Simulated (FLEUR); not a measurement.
# TiCo3 (Pm-3m) in FLEUR: single point with PBEsol

Aim: the single point of TiCo3 with PBEsol.

Program: FLEUR MaX-R8.1 (later development tree). These are calculated values, not measurements. Logs are shortened: lines on timing, memory, paths and dates and some standing lists are left out, and cuts for length are marked.

**1. The crystal as given**

It takes space group Pm-3m (No. 221, cubic). The conventional cell has a = 3.571 Å, b = 3.571 Å, c = 3.571 Å, α = 90.00°, β = 90.00°, γ = 90.00°. Co (site symmetry 4/mmm) has 8 Co at 2.53 Å and 4 Ti at 2.53 Å as nearest neighbours. Ti (site symmetry m-3m) is surrounded by 12 Co at 2.53 Å.

**2. Single point, PBEsol, collinear spin, ferromagnetic start**

inp.xml reads:

```xml
<?xml version="1.0" encoding="UTF-8" standalone="no"?>
<fleurInput fleurInputVersion="0.39">
   <comment>
      TiCo3                                                                                               
   </comment>
   <calculationSetup>
      <cutoffs Kmax="4.58" Gmax="14.2" GmaxXC="14.2" numbands="0"/>
      <scfLoop itmax="60" minDistance="0.00001" maxIterBroyd="15" imix="Anderson" alpha="0.05" precondParam="0.0" spinf="2.0" sdNocoIR="T"/>
      <coreElectrons ctail="T" frcor="F" kcrel="0" coretail_lmax="0"/>
      <xcFunctional name="PBEs" relativisticCorrections="F"/>
      <magnetism jspins="2"/>
      <soc l_soc="F" theta="0.0" phi="0.0" spav="F"/>
      <expertModes spex="0" secvar="F"/>
      <geometryOptimization l_f="T" forcealpha="1.0" forcemix="BFGS" epsdisp="0.0005" epsforce="0.0002"/>
      <ldaU l_linMix="F" mixParam="0.05" spinf="1.0"/>
   </calculationSetup>
   <cell>
      <bzIntegration valenceElectrons="63.0" mode="hist" fermiSmearingEnergy="0.00183747">
         <kPointListSelection listName="default-1"/>
         <!-- k-points included here -->
         <xi:include xmlns:xi="http://www.w3.org/2001/XInclude" href="kpts.xml"> </xi:include>
      </bzIntegration>
      <!-- symmetry operations included here -->
      <xi:include xmlns:xi="http://www.w3.org/2001/XInclude" href="sym.xml"> </xi:include>
      <bulkLattice scale="1.0">
         <bravaisMatrix>
            <row-1>    6.7482119909465998     0.0000000000000000     0.0000000000000000</row-1>
            <row-2>    0.0000000000000000     6.7482119909465998     0.0000000000000000</row-2>
            <row-3>    0.0000000000000000     0.0000000000000000     6.7482119909465998</row-3>
         </bravaisMatrix>
      </bulkLattice>
   </cell>
   <atomSpecies>
      <species name="Cobalt (Co2.000" element="Co" atomicNumber="27">
         <mtSphere radius="2.14" gridPoints="731" logIncrement="0.017"/>
         <atomicCutoffs lmax="9" lnonsphr="9"/>
         <electronConfig flipSpins="F">
            <coreConfig>(1s1/2) (2s1/2) (2p1/2) (2p3/2)</coreConfig>
            <valenceConfig>(3s1/2) (3p1/2) (3p3/2) (4s1/2) (3d3/2) (3d5/2)</valenceConfig>
            <stateOccupation state="(3d3/2)" spinUp="1.5" spinDown="1.3"/>
            <stateOccupation state="(3d5/2)" spinUp="3.0" spinDown="1.2"/>
         </electronConfig>
         <energyParameters s="4" p="4" d="3" f="4"/>
         <lo type="SCLO" l="0" n="3" eDeriv="0"/>
         <lo type="SCLO" l="1" n="3" eDeriv="0"/>
         <lo type="SCLO" l="1" n="3" eDeriv="1"/>
         <lo type="SCLO" l="2" n="3" eDeriv="2"/>
         <lo type="SCLO" l="3" n="4" eDeriv="2"/>
      </species>
      <species name="Titanium (1.001" element="Ti" atomicNumber="22">
         <mtSphere radius="2.14" gridPoints="731" logIncrement="0.016"/>
         <atomicCutoffs lmax="9" lnonsphr="9"/>
         <electronConfig flipSpins="F">
            <coreConfig>(1s1/2) (2s1/2) (2p1/2) (2p3/2)</coreConfig>
            <valenceConfig>(3s1/2) (3p1/2) (3p3/2) (4s1/2) (3d3/2) (3d5/2)</valenceConfig>
            <stateOccupation state="(3d3/2)" spinUp="0.4" spinDown="0.4"/>
            <stateOccupation state="(3d5/2)" spinUp="1.1005" spinDown="0.0995"/>
         </electronConfig>
         <energyParameters s="4" p="4" d="3" f="4"/>
         <lo type="SCLO" l="0" n="3" eDeriv="0"/>
         <lo type="SCLO" l="1" n="3" eDeriv="0"/>
         <lo type="SCLO" l="1" n="3" eDeriv="1"/>
         <lo type="SCLO" l="2" n="3" eDeriv="2"/>
         <lo type="SCLO" l="3" n="4" eDeriv="2"/>
      </species>
   </atomSpecies>
   <atomGroups>
      <atomGroup species="Cobalt (Co2.000">
         <relPos label="                   1">1.000/2.000 1.000/2.000 .0000000000</relPos>
         <relPos label="                   2">1.000/2.000 .0000000000 1.000/2.000</relPos>
         <relPos label="                   3">.0000000000 1.000/2.000 1.000/2.000</relPos>
         <force calculate="T" relaxXYZ="TTT"/>
      </atomGroup>
      <atomGroup species="Titanium (1.001">
         <relPos label="                   4">.0000000000 .0000000000 .0000000000</relPos>
         <force calculate="T" relaxXYZ="TTT"/>
      </atomGroup>
   </atomGroups>
   <output dos="F" band="F" slice="F">
      <checks vchk="F" cdinf="F"/>
      <bandDOS minEnergy="-.5*Htr" maxEnergy="0.5*Htr" sigma="0.015" storeEVData="T"/>
      <vacuumDOS vacdos="F" integ="F" star="F" nstars="0" locx1="0.0" locy1="0.0" locx2="0.0" locy2="0.0" nstm="0" tworkf="0.0"/>
      <unfoldingBand unfoldBand="F" supercellX="1" supercellY="1" supercellZ="1"/>
      <plotting iplot="0" polar="F">
         <plot TwoD="T" vec1="  1.0  0.0  0.0" vec2="  0.0  1.0  0.0" vec3="  0.0  0.0  1.0" zero="  0.0  0.0  0.0" file="plot"/>
      </plotting>
      <chargeDensitySlicing numkpt="0" minEigenval="0.0" maxEigenval="0.0" nnne="0" pallst="F"/>
      <specialOutput eonly="F"/>
      <moessbauerParams electricFieldGradient="T" isomerShift="T" coreHyperfine="T" valenceHyperfine="T"/>
      <magneticCircularDichroism mcd="F" energyLo="-10.0" energyUp="0.0"/>
   </output>
  <!-- We include the file relax.xml here to enable relaxations (see documentation) -->
  <xi:include xmlns:xi="http://www.w3.org/2001/XInclude" href="relax.xml"> <xi:fallback/> </xi:include>
</fleurInput>
```

crystal.txt reads:

```
TiCo3
&input cartesian=F /
3.5710000000  0.0000000000  0.0000000000
0.0000000000  3.5710000000  0.0000000000
0.0000000000  0.0000000000  3.5710000000
1.8897261246
1.0 1.0 1.0

4
27 0.5000000000  0.5000000000  0.0000000000 : 2.000
27 0.5000000000  0.0000000000  0.5000000000 : 2.000
27 0.0000000000  0.5000000000  0.5000000000 : 2.000
22 0.0000000000  0.0000000000  0.0000000000 : 1.001

&kpt div1=8 div2=8 div3=8 gamma=T /
```

Potentials or basis: all-electron, FLAPW.

Command:

```console
> inpgen -f crystal.txt -profile fastHighL
> # inp.xml edited to the form shown
> fleur_MPI
```

Log:

```text
Welcome to FLEUR        (www.flapw.de)
      MaX-Release 8.1          (www.max-centre.eu)

 ========== k-point set info ==========
 Selected k-point list: default-1
 k-point list type: mesh
 8 x 8 x 8
 Number of k points: 35

 ------------Calculation Setup---------------------------
 Number of MPI-tasks      :            1
 Number of PE/node        :            1
 Number of OMP-threads    :            1
 Most efficient MPI parallelization for:
           1           5           7          35
 Additional eigenvalue parallelization possible
 Number of basis functions:          652
 Approximate size of matrices (H+S) per k-point:         0.006 GB
 --------------------------------------------------------
 Iteration:     1   Distance:      30.02692754 me/bohr^3
 Iteration:     2   Distance:      28.17312692 me/bohr^3
 Iteration:     3   Distance:      22.84488848 me/bohr^3
 Iteration:     4   Distance:      12.73992744 me/bohr^3
 Iteration:     5   Distance:      15.95944351 me/bohr^3
 Iteration:     6   Distance:       8.20498827 me/bohr^3
 Iteration:     7   Distance:       2.56577637 me/bohr^3
 Iteration:     8   Distance:       2.33401277 me/bohr^3
 Iteration:     9   Distance:       0.57293195 me/bohr^3
 Iteration:    10   Distance:       0.53321037 me/bohr^3
[... 16 lines left out ...]
 Iteration:    27   Distance:       0.00154512 me/bohr^3
 Iteration:    28   Distance:       0.00006716 me/bohr^3
 Iteration:    29   Distance:       0.00005859 me/bohr^3
 Iteration:    30   Distance:       0.00005524 me/bohr^3
 Iteration:    31   Distance:       0.00005422 me/bohr^3
 Iteration:    32   Distance:       0.00004796 me/bohr^3
 Iteration:    33   Distance:       0.00001976 me/bohr^3
 Iteration:    34   Distance:       0.00001113 me/bohr^3
 Iteration:    35   Distance:       0.00001092 me/bohr^3
 Iteration:    36   Distance:       0.00000309 me/bohr^3

 ********************************************************************
 Run finished successfully
 Stop message:
   Structural relaxation: Done
 ********************************************************************
```

Run time: 13 min. Hardware: 1 thread of Arm Neoverse V2, shared host; peak memory 0.09 GiB.

Results:

```yaml
Free_energy: -136865.0354 eV
Band_gap_on_the_k_mesh: none (metal or under the smearing width)
Net_moment: 2.51 μB per cell
Site_moments: Co +1.01; Ti -0.32 μB
Valence_electrons_inside_the_program's_atomic_spheres: Co 15.69; Ti 9.93 (radii Co 2.14, Ti 2.14 bohr)
```

Levels at points of the mesh, in eV from the Fermi level:
Spin up:
```tsv
k point	band 29	band 30	band 31	band 32	band 33	band 34	band 35	band 36	band 37	band 38
(0.00, 0.00, 0.00)	-0.25	0.06	0.06	0.06	2.29	2.29	3.13	3.13	3.13	3.47
(0.00, 0.00, 0.50)	-1.16	-1.10	-1.10	-0.64	0.06	1.11	1.11	1.69	2.52	3.37
(0.00, 0.50, 0.50)	-1.50	-1.50	-1.42	-0.96	-0.87	1.64	1.64	1.64	1.64	2.37
(0.50, 0.50, 0.50)	-0.31	-0.17	-0.17	-0.17	0.68	0.68	0.68	1.86	1.86	1.86
```
Spin down:
```csv
k point,band 27,band 28,band 29,band 30,band 31,band 32,band 33,band 34
"(0.00, 0.00, 0.00)",0.41,0.41,1.00,1.18,1.18,1.18,2.69,2.69
"(0.00, 0.00, 0.50)",-0.67,-0.35,-0.22,-0.22,-0.03,0.59,1.18,1.18
"(0.00, 0.50, 0.50)",-1.42,-1.27,-0.41,-0.35,-0.35,-0.07,0.09,1.69
"(0.50, 0.50, 0.50)",-0.76,-0.76,-0.23,0.59,0.59,0.59,0.99,0.99
```

Core levels (eV from the Fermi level):
| atom | levels |
| --- | --- |
| 1 Co | 1s1/2 -7576.3, 2s1/2 -890.5, 2p1/2 -771.8, 2p3/2 -757.0 |
| 2 Co | 1s1/2 -7576.3, 2s1/2 -890.5, 2p1/2 -771.8, 2p3/2 -757.0 |
| 3 Co | 1s1/2 -7576.3, 2s1/2 -890.5, 2p1/2 -771.8, 2p3/2 -757.0 |
| 4 Ti | 1s1/2 -4855.7, 2s1/2 -530.0, 2p1/2 -441.5, 2p3/2 -435.7 |
